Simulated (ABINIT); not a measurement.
# Zn (Im-3m) in ABINIT: convergence with cutoff

Aim: find how far cutoff must go before the results for Zn settle, at PBEsol. This setting moves, with any that are tied to it; all else stays.

All numbers are computed with ABINIT 10.8.3 (patched build); they aren't measurements. Logs are shortened: lines on timing, memory, paths and dates and some standing lists are left out, and cuts for length are marked. The log counts tension as positive stress, the text compression.

## 1. The crystal as given

The structure is cubic, space group Im-3m (No. 229). The conventional cell has a = 3.138 Å, b = 3.138 Å, c = 3.138 Å, α = 90.00°, β = 90.00°, γ = 90.00°. Around Zn (site symmetry m-3m) lie 8 Zn at 2.72 Å.

This isn't the form of Zn at room conditions, which is hcp.

## 2. With cutoff 9 Ha

Input file run.abi:

```
pp_dirpath "./"
pseudos "Zn.GGA_PBE-JTH.xml"

acell 2.717651803 2.717651803 2.717651803 Angstrom
rprim
    -0.5773502692     0.5773502692     0.5773502692
     0.5773502692    -0.5773502692     0.5773502692
     0.5773502692     0.5773502692    -0.5773502692
ntypat 1
znucl 30
natom 1
typat 1
xcart
     0.0000000000     0.0000000000     0.0000000000

ecut 9.0
pawecutdg 57.2
pawxcdev 0

kptopt 1
ngkpt 12 12 12
nshiftk 1
shiftk 0.0 0.0 0.0

ixc -116133

nband 10
occopt 3
tsmear 0.1 eV

nstep 100
tolvrs 1.0e-9

iomode 3
prtwf 0
prtden 0
prteig 0
prtebands 0
```

Potentials or basis: JTH PAW PBE v2.0.

The run is started by

```
> abinit run.abi > log 2>&1
```

Run time: 5.5 s. Hardware: 1 thread of Arm Neoverse V1, shared host; peak memory 0.08 GiB.

The run converged, but runs of this kind are known to go wrong with this program or these potentials, so none of its numbers is taken as a property of the crystal.

Caveat: the pressure is absurd: the run is broken; the cutoff is too short for stress, so the log's stress isn't used; the PAW data sets were made with another functional, which shifts forces and pressure a little.

## 3. With cutoff 11 Ha

Changes to run.abi since step 2:

```diff
@@ -15,3 +15,3 @@
 
-ecut 9.0
+ecut 11.0
 pawecutdg 57.2
```

Potentials or basis: JTH PAW PBE v2.0.

The run is started by

```
> abinit run.abi > log 2>&1
```

It took 7.4 s on 1 thread of Arm Neoverse V1, shared host; peak memory 0.08 GiB.

It converged, with:

```yaml
Free_energy: -1748.9804 eV
Band_gap_on_the_k_mesh: none (metal or under the smearing width)
Valence_electrons_inside_the_program's_atomic_spheres: Zn 10.72 (radii [1.2212] Å)
```

## 4. With cutoff 13 Ha

Changes to run.abi since step 3:

```diff
@@ -15,3 +15,3 @@
 
-ecut 11.0
+ecut 13.0
 pawecutdg 57.2
```

The run is started by

```
> abinit run.abi > log 2>&1
```

It took 13 s on 1 thread of Arm Neoverse V1, shared host; peak memory 0.08 GiB.

It converged, with:

```
Free energy                                           : -1749.5378 eV
Band gap on the k mesh                                : none (metal or under the smearing width)
Valence electrons inside the program's atomic spheres : Zn 10.72 (radii [1.2212] Å)
```

## 5. With cutoff 15.5 Ha

Changes to run.abi since step 4:

```diff
@@ -15,3 +15,3 @@
 
-ecut 13.0
+ecut 15.5
 pawecutdg 57.2
```

The run is started by

```
> abinit run.abi > log 2>&1
```

It took 11 s on 1 thread of Arm Neoverse V1, shared host; peak memory 0.09 GiB.

The run converged. Its results:

```yaml
Free_energy: -1749.5641 eV
Band_gap_on_the_k_mesh: none (metal or under the smearing width)
Valence_electrons_inside_the_program's_atomic_spheres: Zn 10.72 (radii [1.2212] Å)
```

## 6. With cutoff 18.5 Ha

Changes to run.abi since step 5:

```diff
@@ -15,3 +15,3 @@
 
-ecut 15.5
+ecut 18.5
 pawecutdg 57.2
```

Potentials or basis: JTH PAW PBE v2.0.

The run is started by

```
> abinit run.abi > log 2>&1
```

Run time: 19 s. Hardware: 1 thread of Arm Neoverse V1, shared host; peak memory 0.09 GiB.

The run converged. Its results:

```
Free energy                                           : -1749.5903 eV
Band gap on the k mesh                                : none (metal or under the smearing width)
Valence electrons inside the program's atomic spheres : Zn 10.72 (radii [1.2212] Å)
```

## 7. With cutoff 22 Ha

Changes to run.abi since step 6:

```diff
@@ -15,3 +15,3 @@
 
-ecut 18.5
+ecut 22.0
 pawecutdg 57.2
```

The run is started by

```
> abinit run.abi > log 2>&1
```

It took 31 s on 1 thread of Arm Neoverse V1, shared host; peak memory 0.09 GiB.

Results (log left out):

| Quantity | Value |
| --- | --- |
| Free energy | -1749.6108 eV |
| Pressure | -5.6 GPa |
| Band gap on the k mesh | none (metal or under the smearing width) |
| Valence electrons inside the program's atomic spheres | Zn 10.72 (radii [1.2212] Å) |

## 8. With cutoff 25.5 Ha

Changes to run.abi since step 7:

```diff
@@ -15,3 +15,3 @@
 
-ecut 22.0
+ecut 25.5
 pawecutdg 57.2
```

The run is started by

```
> abinit run.abi > log 2>&1
```

It took 26 s on 1 thread of Arm Neoverse V1, shared host; peak memory 0.1 GiB.

The run converged. Its results:

| Quantity | Value |
| --- | --- |
| Free energy | -1749.6130 eV |
| Pressure | -5.3 GPa |
| Band gap on the k mesh | none (metal or under the smearing width) |
| Valence electrons inside the program's atomic spheres | Zn 10.72 (radii [1.2212] Å) |

## 9. With cutoff 29.5 Ha

Changes to run.abi since step 8:

```diff
@@ -15,3 +15,3 @@
 
-ecut 25.5
+ecut 29.5
 pawecutdg 57.2
```

Potentials or basis: JTH PAW PBE v2.0.

The run is started by

```
> abinit run.abi > log 2>&1
```

It took 41 s on 1 thread of Arm Neoverse V1, shared host; peak memory 0.1 GiB.

The run converged. Its results:

* Free energy: -1749.6144 eV
* Pressure: -5.4 GPa
* Band gap on the k mesh: none (metal or under the smearing width)
* Valence electrons inside the program's atomic spheres: Zn 10.72 (radii [1.2212] Å)

## 10. With cutoff 35 Ha

Changes to run.abi since step 9:

```diff
@@ -15,3 +15,3 @@
 
-ecut 29.5
+ecut 35.0
 pawecutdg 57.2
```

Potentials or basis: JTH PAW PBE v2.0.

The run is started by

```
> abinit run.abi > log 2>&1
```

run.abo:

```text
.Version 10.8.3 of ABINIT
 Symmetries : space group Im -3 m (#229); Bravais cI (body-center cubic)
================================================================================
 Values of the parameters that define the memory need of the present run
     intxc =       0    ionmov =       0      iscf =      17    lmnmax =      18
     lnmax =       6     mgfft =      30  mpssoang =       3    mqgrid =    3001
     natom =       1  nloc_mem =       2    nspden =       1   nspinor =       1
    nsppol =       1      nsym =      48    n1xccc =       1    ntypat =       1
    occopt =       3   xclevel =       2
       mpw =        1049          nfft =       27000          nkpt =          72
 PAW method is used; the additional fine FFT grid is defined by:
   mgfftf=        36    nfftf =     46656
================================================================================
================================================================================

--------------------------------------------------------------------------------
------------- Echo of variables that govern the present computation ------------
--------------------------------------------------------------------------------
 -outvars: echo values of preprocessed input variables --------
            acell      5.1356176132E+00  5.1356176132E+00  5.1356176132E+00 Bohr
              amu      6.53900000E+01
             ecut      3.50000000E+01 Hartree
                       outvar_i_n : Printing only first  50 k-points.
              ixc     -116133
                       outvar_i_n : Printing only first  50 k-points.
         kptrlatt       12    0    0      0   12    0      0    0   12
          kptrlen      6.16274114E+01
            natom           1
            nband          10
            ngfft          30      30      30
          ngfftdg          36      36      36
             nkpt          72
            nstep         100
             nsym          48
           ntypat           1
                       prtocc : prtvol=0, do not print more k-points.
           occopt           3
        pawecutdg      5.72000000E+01 Hartree
         pawxcdev           0
           prtden           0
        prtebands           0
[... 160 lines left out ...]

--- !EnergyTerms
iteration_state     : {dtset: 1, }
comment             : Components of total free energy in Hartree
kinetic             :  6.53319503475583E+00
hartree             :  1.39815587900082E+01
xc                  : -1.74999292182933E+00
Ewald energy        : -4.41855600533855E+01
psp_core            :  9.48972400144071E-01
local_psp           : -5.59745723231421E+01
PAW spherical_terms :  1.61496320984983E+01
internal            : -6.42967669749505E+01
'-kT*entropy'       : -4.48079440913031E-04
total_energy        : -6.42972150543914E+01
total_energy_eV     : -1.74961635338595E+03
...

--- !EnergyTermsDC
iteration_state     : {dtset: 1, }
comment             : '"Double-counting" decomposition of free energy'
band_energy         :  1.42742038894634E+00
Ewald energy        : -4.41855600533855E+01
psp_core            :  9.48972400144071E-01
xc_dc               : -1.35910050049235E+01
PAW spherical_terms : -8.89660132046739E+00
internal            : -6.42967735896859E+01
'-kT*entropy'       : -4.48079440913031E-04
total_energy_dc     : -6.42972216691268E+01
total_energy_dc_eV  : -1.74961653338207E+03
...

--- !EnergyTermsWithPAWCore
iteration_state     : {dtset: 1, }
comment             : 'Components of total free energy, including PAW core contributions'
Total energy        : -1.79465630328816E+03
Total energy DC     : -1.79465630990290E+03
Total energy (eV)   : -4.88350858475586E+04
Total energy DC (eV): -4.88350860275547E+04
...

 Cartesian components of stress tensor (hartree/bohr^3)
  sigma(1 1)=  1.81433528E-04  sigma(3 2)=  0.00000000E+00
  sigma(2 2)=  1.81433528E-04  sigma(3 1)=  0.00000000E+00
  sigma(3 3)=  1.81433528E-04  sigma(2 1)=  0.00000000E+00

-Cartesian components of stress tensor (GPa)         [Pressure= -5.3380E+00 GPa]
- sigma(1 1)=  5.33795868E+00  sigma(3 2)=  0.00000000E+00
- sigma(2 2)=  5.33795868E+00  sigma(3 1)=  0.00000000E+00
- sigma(3 3)=  5.33795868E+00  sigma(2 1)=  0.00000000E+00

== END DATASET(S) ==============================================================
================================================================================

 -outvars: echo values of variables after computation  --------
            acell      5.1356176132E+00  5.1356176132E+00  5.1356176132E+00 Bohr
           etotal     -6.4297221669E+01
            fcart     -0.0000000000E+00 -0.0000000000E+00 -0.0000000000E+00
            rprim     -5.7735026920E-01  5.7735026920E-01  5.7735026920E-01
                       5.7735026920E-01 -5.7735026920E-01  5.7735026920E-01
                       5.7735026920E-01  5.7735026920E-01 -5.7735026920E-01
           strten      1.8143352792E-04  1.8143352792E-04  1.8143352792E-04
                       0.0000000000E+00  0.0000000000E+00  0.0000000000E+00
 Calculation completed.
```

It took 47 s on 1 thread of Arm Neoverse V1, shared host; peak memory 0.11 GiB.

What came out:

| Quantity | Value |
| --- | --- |
| Free energy | -1749.6165 eV |
| Pressure | -5.3 GPa |
| Band gap on the k mesh | none (metal or under the smearing width) |
| Valence electrons inside the program's atomic spheres | Zn 10.72 (radii [1.2212] Å) |

## 11. Result

| cutoff | energy less the tightest run, at zero smearing (meV/atom) | SCF cycles | CPU time (s) | peak memory (GiB) |
| --- | --- | --- | --- | --- |
| 9 Ha | 6012.73 | 10 | 5.5 | 0.08 |
| 11 Ha | 636.16 | 13 | 7.4 | 0.08 |
| 13 Ha | 78.78 | 21 | 13 | 0.08 |
| 15.5 Ha | 52.45 | 15 | 11 | 0.09 |
| 18.5 Ha | 26.21 | 26 | 19 | 0.09 |
| 22 Ha | 5.69 | 29 | 31 | 0.09 |
| 25.5 Ha | 3.53 | 22 | 26 | 0.1 |
| 29.5 Ha | 2.15 | 28 | 41 | 0.1 |
| 35 Ha | 0.00 | 24 | 47 | 0.11 |

Not settled before the last step: the energy (to 1 meV/atom). The tightest run that finished is the yardstick and may itself not be fully converged.

Caveats: the PAW data sets were made with another functional, which shifts forces and pressure a little.
